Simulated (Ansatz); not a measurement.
AgI: computed DOS

Space group F-43m (No. 216). a = 6.473 Å, b = 6.473 Å, c = 6.473 Å, α = 90.00°, β = 90.00°, γ = 90.00°
| atom | site | symmetry | x | y | z |
| --- | --- | --- | --- | --- | --- |
| Ag | 4a | -43m | 0.0000 | 0.0000 | 0.0000 |
| I | 4c | -43m | 0.2500 | 0.2500 | 0.2500 |

The runs use the primitive cell with vectors (0.000, 3.236, 3.236), (3.236, 0.000, 3.236), (3.236, 3.236, 0.000) Å, to which the k mesh refers.

The cell is COD entry 9008829, as deposited and not checked against the literature; nothing was relaxed. It differs from other determinations.

Spin–orbit coupling is left out, though it moves levels of the heavy atoms by tenths of an eV or more.

The calculation used DFT, PBE, all-electron LAPW, scalar-relativistic in Ansatz 0.2.0.

Sampling and basis: a Γ-centred 7×7×7 k mesh, Fermi–Dirac smearing of 0.03 eV, basis error target 1 meV/atom, no spin polarisation.

Which of the resolved shells contributes most in the top eV of the valence band?

I 5p, with 65 % of all states there; Ag 4d follows with 33 %.

Where is the centre of the filled Ag 4d states between -13 eV and the top of the filled states?

-3.09 eV from the valence-band top.

Tabulate the density of states.

States per eV and cell, averaged over 0.6 eV, from -4.5 to 4.9 eV, with energies (bin centres) from the valence-band top; empty bins are left out. The partial columns, the largest 4 alone, are projections on Löwdin-orthogonalised atomic shells (those that the program's projection atoms carry: the occupied ones and, for some elements, an empty d or f shell; other empty shells have no column), summed over atoms of an element. Weights on diffuse s and p shells depend on that basis and aren't pure angular character.
```json
{"E (eV)": "-4.3", "total": "6.99", "Ag 4d": "3.50", "I 5p": "3.05", "Ag 5s": "0.40", "I 5s": "0.01"}
{"E (eV)": "-3.7", "total": "3.01", "Ag 4d": "1.64", "I 5p": "1.23", "Ag 5s": "0.12", "I 5s": "0.00"}
{"E (eV)": "-3.1", "total": "6.89", "Ag 4d": "6.73", "I 5p": "0.08", "Ag 5s": "0.04", "I 5s": "0.01"}
{"E (eV)": "-2.5", "total": "2.28", "Ag 4d": "1.80", "I 5p": "0.31", "Ag 5s": "0.09", "I 5s": "0.06"}
{"E (eV)": "-1.9", "total": "2.00", "Ag 4d": "0.90", "I 5p": "0.98", "Ag 5s": "0.06", "I 5s": "0.03"}
{"E (eV)": "-1.3", "total": "3.03", "Ag 4d": "1.13", "I 5p": "1.79", "Ag 5s": "0.04", "I 5s": "0.02"}
{"E (eV)": "-0.7", "total": "2.12", "Ag 4d": "0.70", "I 5p": "1.36", "Ag 5s": "0.02", "I 5s": "0.01"}
{"E (eV)": "-0.1", "total": "0.34", "Ag 4d": "0.11", "I 5p": "0.23", "Ag 5s": "0.00", "I 5s": "0.00"}
{"E (eV)": "1.7", "total": "0.02", "Ag 4d": "0.00", "I 5p": "0.00", "Ag 5s": "0.01", "I 5s": "0.00"}
{"E (eV)": "2.3", "total": "0.12", "Ag 4d": "0.00", "I 5p": "0.02", "Ag 5s": "0.08", "I 5s": "0.02"}
{"E (eV)": "2.9", "total": "0.50", "Ag 4d": "0.00", "I 5p": "0.09", "Ag 5s": "0.31", "I 5s": "0.04"}
{"E (eV)": "3.5", "total": "1.14", "Ag 4d": "0.01", "I 5p": "0.21", "Ag 5s": "0.63", "I 5s": "0.05"}
{"E (eV)": "4.1", "total": "1.76", "Ag 4d": "0.01", "I 5p": "0.30", "Ag 5s": "0.75", "I 5s": "0.03"}
{"E (eV)": "4.7", "total": "0.84", "Ag 4d": "0.00", "I 5p": "0.07", "Ag 5s": "0.12", "I 5s": "0.00"}
```
